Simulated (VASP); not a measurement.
# HfC: single point with PBEsol

HfC:

```
Hf C
1.0
     0.00000    2.32500    2.32500
     2.32500    0.00000    2.32500
     2.32500    2.32500    0.00000
Hf C
1 1
Direct
  0.50000 0.50000 0.50000
  0.00000 0.00000 0.00000
```

```
Program                : VASP 6.6.1
Task                   : single point
Functional             : PBEsol
Potentials or basis    : VASP PAW PBE potentials, release 64 (Hf_pv, C)
Cutoff                 : 520 eV
k mesh                 : 10 × 10 × 10
Occupations            : fermi-dirac, width 0.05 eV
Spin                   : no spin polarisation
Ladder                 : free
Further INCAR settings : ALGO = Normal; EDIFF = 1e-07; NBANDS = 14
```

```json
{
  "Pressure": "-7.0 GPa",
  "Band gap on the k mesh": "none (metal or under the smearing width)"
}
```

Levels at points of the mesh, in eV from the Fermi level:
| k point | band 4 | band 5 | band 6 | band 7 | band 8 | band 9 | band 10 | band 11 |
| --- | --- | --- | --- | --- | --- | --- | --- | --- |
| (0.00, 0.00, 0.00) | -12.31 | 1.00 | 1.00 | 1.00 | 1.32 | 1.32 | 1.32 | 3.34 |
| (0.50, 0.00, 0.00) | -8.51 | -6.20 | -3.01 | -3.01 | 5.27 | 5.27 | 5.74 | 6.49 |
| (0.50, 0.50, 0.00) | -10.38 | -2.61 | -1.85 | -0.10 | -0.10 | 5.27 | 6.69 | 6.69 |

Run time: 11 s on 1 thread of Intel(R) Xeon(R) Platinum 8259CL CPU @ 2.50GHz (Skylake/Cascade Lake) (shared host), peak memory 0.15 GiB.

Caveat: the PAW data sets were made with another functional, which shifts forces and pressure a little. Spin-orbit coupling is left out, which matters for the levels of Hf.
